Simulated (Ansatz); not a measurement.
# CdS: a prediction, then the measurements

The calculation used DFT PBE, scalar-relativistic, plane waves, PAW in Ansatz 0.2.0.

Cutoff 420 eV; k points 6×6×4 on the computed 4-atom cell (Γ-centred); Gaussian smearing, width 0.02 eV; no spin polarisation.

Relaxed structure:

```yaml
crystal:
  lattice:
    - [4.19845, 0.00000, 0.00000]
    - [-2.09922, 3.63596, 0.00000]
    - [0.00000, 0.00000, 6.82248]
  atoms:
    - { symbol: Cd, position: [0.66667, 0.33333, 0.18833] }
    - { symbol: Cd, position: [0.33333, 0.66667, 0.68833] }
    - { symbol: S, position: [0.66667, 0.33333, 0.81152] }
    - { symbol: S, position: [0.33333, 0.66667, 0.31152] }
```

* Space group: P6_3mc (No. 186)
* Volume per atom: 175.7 bohr³
* Formation energy from the elements' standard states (uncorrected): -0.659 eV/atom
* Kohn–Sham band gap: 1.11 eV
* Orbital (Löwdin) character of the top 1 eV of the valence band: S 3p 90 %
* Orbital (Löwdin) character of the lowest 1 eV of the conduction band: Cd 5s 57 %, S 3p 22 %, S 3s 19 %
* Bader charge by site (e): Cd (2 in the cell) 0.86, S (2 in the cell) -0.86

**Against measurements.**

A measured lattice constant a of CdS is 4.1348 Å (300 K; a printed reference work (data compilation)); the calculated 4.198 Å exceeds it by 1.5 %. A measured lattice constant c of CdS is 6.756 Å (300 K; a printed reference work (textbook)); the calculated 6.822 Å exceeds it by 1.0 %. The calculation is for 0 K without zero-point motion. Against the measured band gap of CdS, 2.48 eV (direct; 300 K; a printed reference work (textbook)), the calculated 1.11 eV is off by -1.37 eV. Kohn–Sham gaps of semilocal functionals fall short of measured ones as a rule.

The cell was reached from a generator's guess, though it ends in a space group that the Crystallography Open Database lists for this formula. Löwdin shares on free-atom orbitals overweight diffuse shells in the empty bands.
